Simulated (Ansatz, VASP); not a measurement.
Y in VASP and in Ansatz

INCAR

```
SYSTEM = Y
  PREC = Accurate
  ENCUT = 520
  EDIFF = 1E-7
  ISMEAR = -1
  SIGMA = 0.03
  LREAL = .False.
  LASPH = .True.
  NELM = 60
  ALGO = Normal
  ISIF = 2
  LWAVE = .False.
  LCHARG = .True.
  GGA = PE
  LELF = .True.
  LVHAR = .True.
  NBANDS = 12
```

The input KPOINTS:

```
Automatic mesh
0
Gamma
  12 12 12
  0 0 0
```

The input POSCAR:

```
Y
1.0
    0.0000000000      2.5528547548      2.5528547548
    2.5528547548      0.0000000000      2.5528547548
    2.5528547548      2.5528547548      0.0000000000
Y
1
Direct
    0.0000000000      0.0000000000      0.0000000000
```

Input for Ansatz:

```yaml
crystal:
  lattice:
    - [0.0, 2.5528547548, 2.5528547548]
    - [2.5528547548, 0.0, 2.5528547548]
    - [2.5528547548, 2.5528547548, 0.0]
  atoms:
    - { symbol: "Y", position: [0.0, 0.0, 0.0] }
kpoints:
  mp_grid: { grid: [12, 12, 12] }
scf:
  occupations: { method: fermi_dirac, width: 0.03 }
hamiltonian:
  xc: pbe
  pseudopotentials: { kind: all_electron, lapw: { basis_error: 0.0005 } }
output:
  forces: true
  stress: true
  eigenvalues: true
```

Change from the starting cell: volume scaled by 1.025.

Alike in both runs: task single point; functional PBE; k mesh 12 × 12 × 12; occupations fermi-dirac, width 0.03 eV; no spin polarisation.

|  | VASP | Ansatz |
| --- | --- | --- |
| version | VASP 6.6.1 | Ansatz 0.2.0 |
| potentials or method | VASP PAW PBE potentials, release 64 (Y_sv) | all-electron LAPW, scalar-relativistic |
| plane-wave cutoff (eV) | 520 | see its input |

VASP gave:

* pressure (GPa): -1.1

What did Ansatz give for the same quantities?

Pressure (GPa): -1.0.

Ansatz ran all-electron here, so the differences hold the error of VASP's frozen core and of both bases.
